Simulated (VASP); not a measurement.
HgSe: single point with PBE

Crystal: HgSe.

```xyz
2
Lattice="0.0000 3.0390 3.0390 3.0390 0.0000 3.0390 3.0390 3.0390 0.0000" Properties=species:S:1:pos:R:3 pbc="T T T"
Hg    0.0000    0.0000    0.0000
Se    4.5585    4.5585    4.5585
```

```
Program                : VASP 6.6.1
Task                   : single point
Functional             : PBE
Potentials or basis    : VASP PAW PBE potentials, release 64 (Hg, Se)
Cutoff                 : 520 eV
k mesh                 : 8 × 8 × 8
Occupations            : gaussian, width 0.013 eV
Spin                   : no spin polarisation
Further INCAR settings : ALGO = Fast; EDIFF = 1e-06
```

```json
{
  "Pressure": "5.0 GPa",
  "Band gap on the k mesh": "none (metal or under the smearing width)"
}
```

Levels at points of the mesh, in eV from the Fermi level:
| k point | band 7 | band 8 | band 9 | band 10 | band 11 | band 12 |
| --- | --- | --- | --- | --- | --- | --- |
| (0.00, 0.00, 0.00) | -0.94 | 0.00 | 0.00 | 0.00 | 5.48 | 5.48 |
| (0.50, 0.00, 0.00) | -5.54 | -0.98 | -0.98 | 1.11 | 6.25 | 6.25 |
| (0.50, 0.50, 0.00) | -5.11 | -2.32 | -2.32 | 2.78 | 2.99 | 8.49 |

Run time: 21 s on 1 thread of Intel(R) Xeon(R) Platinum 8259CL CPU @ 2.50GHz (Skylake/Cascade Lake) (shared host), peak memory 0.18 GiB.

Spin-orbit coupling is left out, which matters for the levels of Hg.
